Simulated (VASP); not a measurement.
# Li: intraband terms of a metal's spectrum

Li, Im-3m (no. 229), 1 atom in the cell. PBE, independent-particle dielectric function; PAW potentials Li_sv (PBE set).

## Input

INCAR.step1:
```
SYSTEM = Li
  EDIFF = 1E-7
  ENCUT = 580
  ISMEAR = 1
  KPAR = 4
  LASPH = .True.
  LCHARG = .True.
  LMAXMIX = 4
  LWAVE = .False.
  PREC = Accurate
  SIGMA = 0.1
```

INCAR.step2:
```
SYSTEM = Li
  CSHIFT = 0.1
  EDIFF = 1E-6
  ENCUT = 580
  ICHARG = 11
  ISMEAR = 0
  KPAR = 4
  LASPH = .True.
  LCHARG = .False.
  LMAXMIX = 4
  LWAVE = .True.
  NBANDS = 16
  NEDOS = 3000
  OMEGAMAX = 30
  PREC = Accurate
  SIGMA = 0.3
```

INCAR.step3, as INCAR.step2 but for:
```
- LWAVE = .True.
+ ALGO = None
+ ISTART = 1
+ LOPTICS = .True.
+ LWAVE = .False.
+ NELM = 1
```

INCAR.step4, as INCAR.step3 but for:
```
+ WPLASMAI = 0.03
```

INCAR.step5 to INCAR.step6 change the same tag again: WPLASMAI = 0.1, 0.3.

INCAR.step7, as INCAR.step6 but for:
```
- WPLASMAI = 0.3
+ RTIME = 20
```

INCAR.step8, as INCAR.step7 but for:
```
- RTIME = 20
+ RTIME = 40
```

INCAR.step9, as INCAR.step8 but for:
```
- RTIME = 40
+ LNABLA = .True.
```

INCAR.step10, as INCAR.step9 but for:
```
- ISMEAR = 0
- LNABLA = .True.
+ ISMEAR = -5
```

KPOINTS.step1:
```
k-points
0
Gamma
  11 11 11
```

KPOINTS.step2:
```
k-points
0
Gamma
  22 22 22
```

POSCAR:
```
Li
1.0
   -1.7546500000      1.7546500000      1.7546500000
    1.7546500000     -1.7546500000      1.7546500000
    1.7546500000      1.7546500000     -1.7546500000
Li
1
Direct
    0.0000000000      0.0000000000      0.0000000000
```

Commands (each step's output is kept before the next begins):
```
cat potpaw_PBE.64/Li_sv/POTCAR > POTCAR
cp INCAR.step1 INCAR
cp KPOINTS.step1 KPOINTS
mpirun -np 4 vasp_std > vasp.out
cp INCAR.step2 INCAR
cp KPOINTS.step2 KPOINTS
mpirun -np 4 vasp_std > vasp.out
cp INCAR.step3 INCAR
mpirun -np 4 vasp_std > vasp.out
cp INCAR.step4 INCAR
mpirun -np 4 vasp_std > vasp.out
cp INCAR.step5 INCAR
mpirun -np 4 vasp_std > vasp.out
cp INCAR.step6 INCAR
mpirun -np 4 vasp_std > vasp.out
cp INCAR.step7 INCAR
mpirun -np 4 vasp_std > vasp.out
cp INCAR.step8 INCAR
mpirun -np 4 vasp_std > vasp.out
cp INCAR.step9 INCAR
mpirun -np 4 vasp_std > vasp.out
cp INCAR.step10 INCAR
mpirun -np 4 vasp_std > vasp.out
```

## Result

- Bands: 16

One ground state, settings moved in the last step alone:

| Settings | Plasma frequency (eV) | Im ε at 0.5 eV | Im ε at 1 eV | Im ε at 2 eV | Im ε at 4 eV | Time (s) |
|---|---|---|---|---|---|---|
| interband part alone | 6.49 | 0.0 | 0.0 | 0.0 | 0.8 | 8 |
| Drude term, WPLASMAI 0.03 | 6.49 | 10.1 | 1.3 | 0.2 | 0.8 | 7 |
| Drude term, WPLASMAI 0.1 | 6.49 | 32.4 | 4.2 | 0.6 | 0.9 | 8 |
| Drude term, WPLASMAI 0.3 | 6.49 | 74.4 | 11.6 | 1.6 | 1.0 | 6 |
| relaxation time RTIME 20 fs | 6.49 | 11.1 | 1.4 | 0.2 | 0.8 | 7 |
| relaxation time RTIME 40 fs | 6.49 | 5.5 | 0.7 | 0.1 | 0.8 | 7 |
| transversal form (LNABLA) | 6.37 | 0.0 | 0.0 | 0.0 | 0.8 | 8 |
| tetrahedron method | – | – | – | – | – | no result |

VASP 6.6.1 took 88 s on 4 cores (AMD EPYC 7R43 (Zen 3)), a shared host.
